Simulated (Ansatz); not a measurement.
Al2Au in Ansatz: the effect of functional

The system is Al2Au.

```xyz
3
Lattice="0.0000 2.9799 2.9799 2.9799 0.0000 2.9799 2.9799 2.9799 0.0000" Properties=species:S:1:pos:R:3 pbc="T T T"
Au    0.0000    0.0000    0.0000
Al    4.4698    4.4698    4.4698
Al    1.4899    1.4899    1.4899
```

The cell isn't the ideal one: volume scaled by 0.98.

Alike in all runs:

```yaml
Program: Ansatz 0.2.0
Task: single point
Potentials_or_basis: Ansatz PAW
k_mesh: 8 × 8 × 8
Occupations: fermi-dirac, width 0.05 eV
Spin: no spin polarisation
```

```tsv
functional	cutoff	pressure (GPa)
LDA	420 eV (not typed: the program's choice for these potentials)	?
PBEsol	420 eV (not typed: the program's choice for these potentials)	2.5
r2SCAN	500 eV (not typed: the program's choice for these potentials)	3.0
```

Q: What does the run with functional LDA give?

A: Pressure -0.4 GPa.

Caveats: the PAW data sets come from PBE, with cores solved anew for the run's functional, which leaves a small shift of forces and pressure.
